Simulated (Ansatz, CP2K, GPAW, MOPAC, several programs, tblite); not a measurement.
## MgS (CsCl type) from semi-empirical methods to plane-wave DFT

MgS (CsCl type), relaxed with r2SCAN in Ansatz, was computed with several methods. Space group Pm-3m (No. 221), cubic; conventional cell a = 3.263 Å, 17.37 Å³ an atom. Mg is surrounded by 8 S at 2.83 Å; S is surrounded by 8 Mg at 2.83 Å. (Calculated; spin-unpolarised; the phase may be known or hypothetical.)

```xyz
2
Lattice="3.2628 0.0000 0.0000 0.0000 3.2628 0.0000 0.0000 0.0000 3.2628" Properties=species:S:1:pos:R:3 pbc="T T T"
Mg    0.0000    0.0000    0.0000
S     1.6314    1.6314    1.6314
```

Gaps and times are for a single point on this cell; volume and bulk modulus come from each method's own relaxation or energy curve at fixed shape. Times are rough, from shared hosts (Arm Neoverse V1), and each method has its own mesh and cell size. PM6 (MOPAC), PM7 (MOPAC), GFN1-xTB (tblite), GFN2-xTB (tblite) treat a cluster of cells at its zone centre, which samples few k points: where these miss a band edge, the gap comes out too large for that reason alone. Gaps from k meshes are read at a limited set of points (mesh, symmetry points, PBE's band edges), so each method's own least gap may be somewhat smaller. xTB and the PM methods were fitted mostly to molecules, and can miss a solid's gap by electronvolts. Minimal bases can be far off for gaps. d marks a direct gap, i an indirect one (no mark: not told apart), a dash a value that wasn't computed or didn't pass its checks.

| method | kind | gap (eV) | own volume (Å³/atom) | bulk modulus (GPa) | atoms computed | processor time |
| --- | --- | --- | --- | --- | --- | --- |
| light PBE (260 eV and a coarse mesh) | light plane-wave | overlap 0.30 | – | – | 2 | 0.54 s |
| PBE | semilocal | overlap 0.35 | 17.55 | 67 | 2 | 1.3 s |
| r2SCAN | semilocal | 0.09 i | 17.37 | 75 | 2 | 2.8 s |
| GFN1-xTB (tblite) | tight binding | 0 | 17.26 | 73 | 54 | 3.4 s |
| PBE/DZVP (CP2K) | small basis | overlap 0.26 | 18.12 | 69 | 2 | 6 s |
| PBE/SZV (CP2K) | small basis | overlap 0.46 | – | – | 2 | 6.1 s |
| GFN2-xTB (tblite) | tight binding | 0 | – | – | 54 | 7.3 s |
| PBE/single zeta (GPAW) | small basis | overlap 0.27 | – | – | 2 | 18 s |
| PM7 (MOPAC) | semi-empirical | 2.95 | – | – | 54 | 47 s |
| PM6 (MOPAC) | semi-empirical | 3.08 | – | – | 54 | 56 s |

Volumes against r2SCAN's: PBE +1.0 %, GFN1-xTB (tblite) -0.6 %, PBE/DZVP (CP2K) +4.3 %.

With PBE the bands overlap or touch, or nearly. Semilocal functionals can close a real gap, so this doesn't show a metal; small gaps of other methods may in turn close between the points read or with spin-orbit coupling, and the solid may be a semimetal.
